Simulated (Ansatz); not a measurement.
# Optical constants of GaSb

Method: Ansatz 0.2.0, DFT PBEsol, scalar-relativistic, plane waves, PAW. Cutoff 420 eV, 12×12×12 k-points (Γ-centred), Fermi-Dirac smearing of 0.15 eV. No spin polarisation.

Equilibrium structure at this level:
```
CELL_PARAMETERS angstrom
0.00000 3.05627 3.05627
3.05627 0.00000 3.05627
3.05627 3.05627 0.00000
ATOMIC_POSITIONS crystal
Ga 0.00000 0.00000 0.00000
Sb 0.75000 0.75000 0.75000
```

In a metal these results depend on the k mesh and the smearing. Spin–orbit coupling is left out, which matters for heavy elements.

Independent-particle response (no local fields, no excitons) on a 20×20×20 mesh, broadened by 0.1 eV; the Drude term is undamped and its weight carries the smearing above, which sets much of it in a semimetal. The run couldn't bound its error over part or most of this range, so small peaks and near ties are unsure. Light polarised along x. ε₁ lacks the small share of bands above those solved.

**Question.** Tabulate ε₁ and ε₂ against photon energy.

**Answer.**
```csv
E (eV),ε₁,ε₂
0.1,-75.75,2.96
0.6,17.44,2.33
1.1,22.35,3.90
1.6,21.10,21.75
2.1,10.75,15.26
2.6,12.57,12.84
3.1,13.05,20.07
3.6,-6.91,35.76
4.1,-7.50,12.88
4.6,-5.09,10.24
5.1,-7.86,8.23
5.6,-6.27,5.28
6.1,-5.13,3.63
6.6,-4.01,2.64
7.1,-3.01,2.07
7.6,-2.76,2.24
8.1,-2.54,1.78
8.6,-2.13,1.34
9.1,-1.80,1.05
9.6,-1.54,0.96
10.1,-1.28,0.69
10.6,-1.02,0.61
11.1,-0.82,0.56
11.6,-0.71,0.51
```

**Question.** Where is the highest local maximum of ε₂ between 0.3 and 12 eV?

**Answer.** At 3.5 eV, where ε₂ = 36.1.

Cost: 1 run of about 1.9 core-minutes, on AMD EPYC 9R45 (Zen 5) (shared hosts).